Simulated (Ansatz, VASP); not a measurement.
# AlN: VASP beside Ansatz

Aim: how closely do two programs agree when they are given the same cell, functional and k mesh? The cell is taken from a series of runs on this material, whose earlier steps may have relaxed, scaled, displaced or heated it; both programs get it as it stands.

Program: Ansatz 0.2.0. Level of theory: plane waves, with VASP 6.6.1 beside it; zone-centre phonons at LDA. Results are calculated unless marked as measured.

## Step 1: The starting structure

It takes space group I-4m2 (No. 119, tetragonal). The conventional cell has a = 3.101 Å, b = 3.101 Å, c = 4.293 Å, α = 90.00°, β = 90.00°, γ = 90.00°. Nearest to N lie 4 Al at 1.89 Å. Nearest to Al lie 4 N at 1.89 Å. Farther neighbours and most contacts between anions are not listed.

Structure file:

```
N Al
1.0
     0.00000    2.19276    2.14644
     2.19276    0.00000    2.14644
     2.19276    2.19276    0.00000
N Al
1 1
Direct
  0.25000 0.25000 0.25000
  0.00000 0.00000 0.00000
```

## Step 2: Ansatz: zone-centre phonons, LDA, pair 1

Ansatz runs on its PAW soft_1 files.

Second derivatives magnify differences that forces hide, and they need a tight electronic threshold.

Input file input.yaml:

```yaml
crystal:
  lattice:
    - [0.0, 2.1927550122, 2.1464432969]
    - [2.1927550122, 0.0, 2.1464432969]
    - [2.1927550122, 2.1927550122, 0.0]
  atoms:
    - { symbol: "N", position: [0.25, 0.25, 0.25] }
    - { symbol: Al, position: [0.0, 0.0, 0.0] }
kpoints:
  mp_grid: { grid: [12, 12, 12] }
hamiltonian:
  xc: lda
  pseudopotentials: { kind: paw, azcp: { folder: soft_1 }, xc_functional: pbe }
scf:
  occupations: { method: fixed }
output:
  eigenvalues: true
phonons:
  method: dfpt
  dielectric: true
  rigid_motions: translations
```

Run with:

```
ansatz run input.yaml --threads 4 --pin off --max-ram 10240MiB --backend cpu --events-out ev --progress --plain --runs-dir out
```

Numbers of over 12 decimals in the logs are rounded to 6 here.

What it wrote:

```text
Engine: ansatz 0.2.0, x86_64-unknown-linux-gnu
Pseudopotentials: kind: paw
Pseudopotential: N, paw, valence charge 5, recommended cutoff 420 eV (normal), soft_1/N.paw.azcp
Pseudopotential: Al, paw, valence charge 3, recommended cutoff 420 eV (normal), soft_1/Al.paw.azcp
Functional definition: SPW92
  exchange = slater_x
  correlation = pw_c
Crystal: 2 atoms, lattice volume = 20.641 Å³
Basis set: ecut = 420 eV, 411 PW (Γ), exchange–correlation on 48×48×48 points (8 copies of the dense FFT grid, shifted against one another)
Bands: 8, of which v1, the nominal top of the filled ones, is band 4 counted from 1 (3 counted from 0)
Symmetry: 8 space group operations
k-points: 868 of 1728 (irreducible under 1 space group operation, time reversal used)
Non-local potential: N, projectors of the file, l = 0: 2, l = 1: 2, l = 2: 1
Non-local potential: Al, projectors of the file, l = 0: 2, l = 1: 2, l = 2: 1
PAW form: soft (Blöchl's): semilocal exchange-correlation on the pseudo side does not see the compensation charge
PAW frozen core: N, regenerated for the run's functional, and the local potential with it (the file was generated under x = pbe(κ = 0.804, μ = 0.219515), c = pbe(β = 0.066725))
PAW frozen core: Al, regenerated for the run's functional, and the local potential with it (the file was generated under x = pbe(κ = 0.804, μ = 0.219515), c = pbe(β = 0.066725))
PAW one-centre angular grid: N, 110 points (default); XC on 64 Gauss nodes
PAW one-centre angular grid: Al, 110 points (default); XC on 64 Gauss nodes
Initial density: superposition of atomic densities (chi_scale 0.1, normalization cell, long waves kept (reshape's long-wave potential 0.00 eV rms))
Initial wavefunctions: pseudopotential atomic-orbital guess
Functional: x = slater, c = lda
SCF iter   1: F=—  HF=-891.305663 eV  |F-HF|=—  |Δ(HF+E_count)|=         —  Δρ=1.35e-1  dr2=4.60e0  ethr=3.10e-3  ⟨swp⟩=4.1  Hψ=45193  notcnv=0  defer=18
preconditioner: auto → none  [insulator: Δε(μ)=5.496 eV  Ē_g=16.516 eV  n_scr=0 (ndim 8)  ℏωp=23.1 eV  f_vac=0.000  ε∞_Penn≈3.0]
SCF iter   2: F=—  HF=-890.057134 eV  |F-HF|=—  |Δ(HF+E_count)|=    1.25e0  Δρ=7.76e-2  dr2=7.63e-1  ethr=3.10e-3  ⟨swp⟩=2.8  Hψ=21665  notcnv=0  defer=1228
SCF iter   3: F=—  HF=-889.828026 eV  |F-HF|=—  |Δ(HF+E_count)|=   2.29e-1  Δρ=2.20e-2  dr2=5.20e-2  ethr=3.10e-3  ⟨swp⟩=2.4  Hψ=15191  notcnv=0  defer=1499
SCF iter   4: F=—  HF=-889.807786 eV  |F-HF|=—  |Δ(HF+E_count)|=   2.02e-2  Δρ=8.71e-4  dr2=4.99e-5  ethr=6.50e-4  ⟨swp⟩=2.0  Hψ=10012  notcnv=0  defer=1734
SCF iter   5: F=—  HF=-889.807755 eV  |F-HF|=—  |Δ(HF+E_count)|=   3.07e-5  Δρ=2.73e-4  dr2=5.55e-6  ethr=6.24e-7  ⟨swp⟩=2.0  Hψ=10424  notcnv=0  defer=1708
SCF iter   6: F=—  HF=-889.807752 eV  |F-HF|=—  |Δ(HF+E_count)|=   3.25e-6  Δρ=2.53e-5  dr2=6.24e-8  ethr=6.94e-8  ⟨swp⟩=2.0  Hψ=10416  notcnv=0  defer=80
SCF iter   7: F=—  HF=-889.807752 eV  |F-HF|=—  |Δ(HF+E_count)|=   2.29e-7  Δρ=4.24e-6  dr2=1.60e-9  ethr=7.80e-10  ⟨swp⟩=2.0  Hψ=9844  notcnv=0  defer=44
SCF iter   8: F=-889.807752 eV  HF=-889.807752 eV  |F-HF|=0.00e0  |Δ(HF+E_count)|=  1.62e-10  Δρ=1.39e-7  dr2=1.55e-12  ethr=1.25e-12  ⟨swp⟩=5.7  Hψ=30788  notcnv=0
SCF 1 converged in 8 iterations: F = -889.807752 eV  dr2 = 1.55e-12
  greatest PAW one-centre occupation: 0.782 electrons in one spin orbital (limit 2), on the N atom at site 0 (counted from 0), in its partial waves of l = 0
NSCF: frozen V_eff on 3 k-points
DFPT response loops at Γ: preconditioner auto → none (the input reference at scf.mixing.eps_inf says where Resta's filter doesn't serve); β = 0.50; Broyden in place of MSR1
SCF converged after 8 iterations
Free energy (F): -889.807752 eV
Harris-Foulkes:  -889.807752 eV  (|F-HF|=0.00e0)
Internal energy: -889.807752 eV  (E = F + TS)
E sigma→0 (E₀):  -889.807752 eV
Fermi energy:    6.824977 eV
--- Per-component energies (eV) ---
  E_band       = 13.943439
  E_kinetic    = 156.401151
  E_local      = -208.809681  (includes V_loc(G=0)·N_el)
  E_nonlocal   = 46.677283
  E_hartree    = 75.931881
  E_xc         = -98.005251
  E_vxc        = -106.679564  (∫ρ·V_xc dr)
  E_paw        = -564.593290  (= ΣΔE_a)
  E_vpaw       = -25.510317  (= ΣTr[D̂ρ^β])
  E_aug_tail   = 0.000806  (compensation charges beyond the density's cutoff)
  E_ewald      = -297.546411
  E_core_change = 0.135761  (= ΣΔE_core)
  E_smearing   = -0.000000  (= −TS)
  E_closure    = 0.000000  (closes the sum)
  Σ components = -889.807752   (vs F -889.807752, Δ=0.00e0)
--- Band table (eV; the first three rows and the last of 868) ---
  k-point 0: bands = ["-8.0979", "6.7396", "6.7396", "6.8250", "11.0762", "19.1990", "19.2227", "19.2227"]
  k-point 1: bands = ["-7.9928", "6.1827", "6.6985", "6.7663", "11.5484", "18.9305", "19.3099", "19.3257"]
  k-point 2: bands = ["-7.6879", "4.9195", "6.5898", "6.6794", "12.4611", "18.3004", "19.3002", "19.4563"]
  k-point 867: bands = ["-5.9571", "0.8361", "6.1956", "6.3711", "14.1066", "16.6009", "17.5992", "18.0163"]
--- Phonons (Γ-DFPT): 4 representative perturbations + reference, on 868 of 1728 k-points (Σ response iterations 12) ---
  k mesh reduced under 1 symmetry operation, with k and −k counted as one. Each operation leaves every solved perturbation unchanged. A smaller set is not considered because the run solves the response to a homogeneous field
  ASR residual: 6.817e-5 → 0.000e0 eV/Å²; symmetrization residual: 1.026e-6 eV/Å²
  ASR residual per site (eV/Å²): 6.82e-5 2.15e-5
  Γ frequencies (cm⁻¹): 0.00 0.00 0.00 649.52 659.83 659.83
  ε∞ (high-frequency dielectric tensor):
        4.549885     0.000000    -0.000000
        0.000000     4.549885     0.000000
        0.000000    -0.000000     4.567388
  ε⁰ (static dielectric tensor: ions relaxed, cell fixed):
        8.414315     0.000000    -0.000000
        0.000000     8.414315    -0.000000
        0.000000    -0.000000     8.514370
  ε⁰ − ε∞ (ionic part):
        3.864431     0.000000     0.000000
        0.000000     3.864431    -0.000000
        0.000000    -0.000000     3.946982
  softest optical mode at Γ: 649.52 cm⁻¹; the repairs (sum rule, projections) moved no ω² at Γ by more than (1.20 cm⁻¹)²
  Born effective charges Z* (e; rows j = field, columns β = displacement):
    site 0:
        -2.55094    0.00000    0.00000
         0.00000   -2.55094   -0.00000
         0.00000    0.00000   -2.53779
    site 1:
         2.55094    0.00000    0.00000
         0.00000    2.55094    0.00000
         0.00000   -0.00000    2.53779
  Z* charge neutrality: 8.517e-6 e pre-enforcement
  k-mesh period / interband length: 36.8 Å / 1.71 Å = 21.58 at k = (0.0000, 0.0000, 0.0000), direct gap 4.251 eV — 14 or more, which is no proof of convergence
  optical modes at Γ without the LO–TO term, one row a degenerate level:
      ω (cm⁻¹)  modes    IR ((D/Å)²/amu)
        649.52      1            16.1148
        659.83      2            32.5644
  optical modes at Γ + LO–TO along q̂ = [1.0000, 0.0000, 0.0000]:
      ω (cm⁻¹)  modes    IR ((D/Å)²/amu)
        649.52      1            16.1148
        659.83      1            16.2822
        897.30      1            16.2822
  optical modes at Γ + LO–TO along q̂ = [0.0000, 1.0000, 0.0000]:
      ω (cm⁻¹)  modes    IR ((D/Å)²/amu)
        649.52      1            16.1148
        659.83      1            16.2822
        897.30      1            16.2822
  optical modes at Γ + LO–TO along q̂ = [0.0000, 0.0000, 1.0000]:
      ω (cm⁻¹)  modes    IR ((D/Å)²/amu)
        659.83      2            32.5644
        886.82      1            16.1148
```

(Continued in part 2 of 3.)

[Lines on the potential files, build, host, timing and source positions are cut from VASP's logs without a mark.]

[Logs are printed without paths, hosts, clocks, repeated set-up lines and the standing remarks that a program may print on its own settings, such as how far it seeks lower states.]

[Hosts, paths, dates, database ids (printed as entryN), source tags and the programs' standing remarks are cut or masked in the printed files.]
